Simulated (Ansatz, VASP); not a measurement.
# One calculation of PbS, two programs

The input INCAR:

```
ALGO     = Normal         # electronic algorithm
EDIFF    = 1E-7           # SCF threshold, eV
ENCUT    = 520            # plane-wave cutoff, eV
GGA      = PE             # functional
ISIF     = 2              # what is computed and relaxed
ISMEAR   = -1             # smearing method
LASPH    = True           # aspherical terms in the spheres
LCHARG   = False          # write CHGCAR
LREAL    = False          # projectors in reciprocal space
LWAVE    = False          # write WAVECAR
NBANDS   = 17             # bands
NELM     = 80             # most SCF steps
PREC     = Accurate       # precision mode
SIGMA    = 0.05           # smearing width, eV
```

File KPOINTS:

```
k-points
0
Gamma
  8 8 7
```

Contents of POSCAR:

```
PbS
1.0
    4.1167825667      0.0000000000      0.0000000000
   -2.0583912833      3.5652382846      0.0000000000
    0.0000000000      0.0000000000      3.8132549298
Pb S
1 1
Direct
    0.0000000000      0.0000000000      0.0000000000
    0.6666666667      0.3333333333      0.5000000000
```

Contents of input.yaml:

```yaml
crystal:
  lattice:
    - [4.1167825667, 0.0, 0.0]
    - [-2.0583912833, 3.5652382846, 0.0]
    - [0.0, 0.0, 3.8132549298]
  atoms:
    - { symbol: Pb, position: [0.0, 0.0, 0.0] }
    - { symbol: S, position: [0.6666666667, 0.3333333333, 0.5] }
hamiltonian:
  xc: pbe
  pseudopotentials: { kind: paw }
kpoints:
  mp_grid: { grid: [8, 8, 7] }
scf:
  occupations: { method: fermi_dirac, width: 0.05 }
output:
  forces: true
  stress: true
  eigenvalues: true
```

Change from the starting cell: volume scaled by 1.02.

Alike in both runs: task single point; functional PBE; k mesh 8 × 8 × 7; occupations fermi-dirac, width 0.05 eV; no spin polarisation.

```csv
,VASP,Ansatz
version,VASP 6.6.1,Ansatz 0.2.0
potentials or method,"VASP PAW PBE potentials, release 64 (Pb_d, S)",Ansatz PAW
plane-wave cutoff (eV),520,420
valence electrons in the cell,20,20
```

|  | VASP | Ansatz | Ansatz less VASP |
| --- | --- | --- | --- |
| gap on the k mesh at the Fermi level (eV) | 0.29 | 0.29 | -0.004 |
| least direct gap on the mesh (eV) | 1.64 | 1.64 | -0.004 |
| pressure (GPa) | -1.0 | -0.9 | +0.07 |
| largest component of the traceless stress (GPa) | 0.23 | 0.22 | -0.009 |

The functional is the same, so the differences come from potentials, cutoffs and numerics.

Caveats: spin-orbit coupling is left out, which as a rule narrows the gap of such compounds by several tenths of an eV; an odd mesh through Γ misses points on the zone boundary, where band edges often lie (VASP); odd divisions of the mesh miss points on the zone boundary, where band edges often lie, so the gap on the mesh can be too wide (Ansatz).
